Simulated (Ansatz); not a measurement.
Computed with DFT PBE, scalar-relativistic, plane waves, PAW (Ansatz 0.2.0). All cells share a 420 eV cutoff and Γ-centred k meshes spaced at most about 0.3 Å⁻¹ (about 0.25 or finer for metals, 2π included). No spin polarisation in the final relaxations.

All energies are static (0 K, no zero-point motion). All come from trial cells, and lower structures may exist.

Problem. Which of these relaxed structures of B is the lowest in energy?
1.

```
CELL_PARAMETERS angstrom
3.15394 -2.64071 0.00000
3.15394 2.64071 0.00000
-1.01159 0.00000 3.09117
ATOMIC_POSITIONS crystal
B 0.20892 0.02808 0.15475
B 0.53406 0.71956 0.99336
B 0.97192 0.79108 0.34525
B 0.28044 0.46594 0.50664
B 0.79108 0.97192 0.84525
B 0.46594 0.28044 0.00664
B 0.02808 0.20892 0.65475
B 0.71956 0.53406 0.49336
```

2.

```
CELL_PARAMETERS angstrom
3.01199 0.00000 0.00000
-1.50599 2.60846 0.00000
0.00000 0.00000 1.93379
ATOMIC_POSITIONS crystal
B 0.33333 0.66667 0.50000
B 0.66667 0.33333 0.50000
```

3.

```
CELL_PARAMETERS angstrom
-2.49566 2.49566 2.49566
2.49566 -2.49566 2.49566
2.49566 2.49566 -2.49566
ATOMIC_POSITIONS crystal
B 0.25000 0.25000 0.25000
B 0.50000 0.00000 0.25000
B 0.00000 0.25000 0.50000
B 0.25000 0.50000 0.00000
B 0.75000 0.75000 0.75000
B 0.50000 0.00000 0.75000
B 0.00000 0.75000 0.50000
B 0.75000 0.50000 0.00000
```

4.

```
CELL_PARAMETERS angstrom
-2.70465 2.70465 2.70465
2.70465 -2.70465 2.70465
2.70465 2.70465 -2.70465
ATOMIC_POSITIONS crystal
B 0.32647 0.00000 0.00000
B 0.67353 0.67353 0.67353
B 0.00000 0.32647 0.00000
B 0.00000 0.00000 0.32647
B 0.00000 0.67353 0.00000
B 0.32647 0.32647 0.32647
B 0.67353 0.00000 0.00000
B 0.00000 0.00000 0.67353
```

Solution. 1. It has space group C2/c (No. 15); the next, 2, with space group P6/mmm (No. 191), lies 0.36 eV/atom higher. Counting all near atoms (those within 1.25 times the shortest such distance or 1.15 times the sum of covalent radii; a plus sign parts nearer from farther groups), the lowest has B 7 and the next has B 3+2.

Cells relaxed within their symmetry can be saddle points. The C2/c cell of B came from shaking the Ia-3d one. The part of the Crystallography Open Database at hand lists B in space groups No. 58, 134, 166; no cell shown has one of them. Some structure types and database cells were kept out of the candidates from the start, so a known form may be missing.
